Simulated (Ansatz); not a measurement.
Clean, relaxed (111) surface of HfO2, space group Fm-3m (No. 225) (top face towards +c; atoms held fixed, by place in the list: 1, 2, 3, 4):

```yaml
crystal:
  lattice:
    - [3.56658, 0.00000, 0.00000]
    - [-1.78329, 3.08875, 0.00000]
    - [0.00000, 0.00000, 24.28025]
  atoms:
    - { symbol: O, position: [0.00000, 0.00000, 0.35008] }
    - { symbol: Hf, position: [0.66667, 0.33333, 0.38006] }
    - { symbol: O, position: [0.33333, 0.66667, 0.41005] }
    - { symbol: O, position: [0.66667, 0.33333, 0.47002] }
    - { symbol: Hf, position: [0.33333, 0.66667, 0.49956] }
    - { symbol: O, position: [0.00000, 0.00000, 0.52990] }
    - { symbol: O, position: [0.33333, 0.66667, 0.58768] }
    - { symbol: Hf, position: [0.00000, 0.00000, 0.61756] }
    - { symbol: O, position: [0.66667, 0.33333, 0.64981] }
```

Level of theory: Ansatz, DFT PBEsol, scalar-relativistic, plane waves, PAW. Cutoff 420 eV; k points 9×9×1 on the computed 9-atom cell (Γ-centred); Gaussian smearing, width 0.05 eV; no spin polarisation. The cell repeats along c with a dipole correction in the vacuum.

With the adsorbate the run is spin-polarised, so any moments that the slab's own atoms take up count into E_ads.

O (atom) is adsorbed on the top face, one adsorbate per 11.0 Å², and relaxed from 3 starting sites (fractions of a and b). The adsorption energy is E(slab + adsorbate) − E(slab) − E(free adsorbate, spin-polarised where open-shell). Heights count from the highest slab atom after relaxation. Δp counts per cell along +c. Bonded neighbours lie within 1.25 times the sum of covalent radii (1.35 for H) and, on that scale, within 12 % of the closest. With the adsorbate the cell is lengthened along c to keep the vacuum.

```
                        start ends at E_ads (eV) height (Å) shortest contact  Δp (e·Å)
      top (O) at (0.67, 0.33) (0.67, 0.33), 4 bonded neighbours (Hf and O), largest slab move 0.6 Å       -1.15        1.45        O–O 1.45 Å    -0.028
bridge (Hf-O) at (0.83, 0.67) (0.83, 0.66), 1 bonded neighbour (Hf)       -2.75        0.92        O–O 1.45 Å    -0.129
     top (Hf) at (0.00, 0.00) (0.00, 0.00), 1 bonded neighbour (Hf)       -1.30        1.36       O–Hf 2.09 Å    -0.096
```

Among the sites tried, the lowest end comes from the bridge (Hf-O) at (0.83, 0.67) start; other sites may lie lower.

Each end is the local minimum or symmetric point that its start leads to. The slab is only 7.3 Å thick, so the energies aren't converged with thickness.

The ends differ in their magnetic moment (0.0, 0.0, 2.0 μB a cell), so part of the order can come from the spin state that each run reached.

Semilocal functionals without U can misjudge the magnetic state of such a slab.

The reference crystal is the fluorite-type form of HfO2, which isn't its usual structure.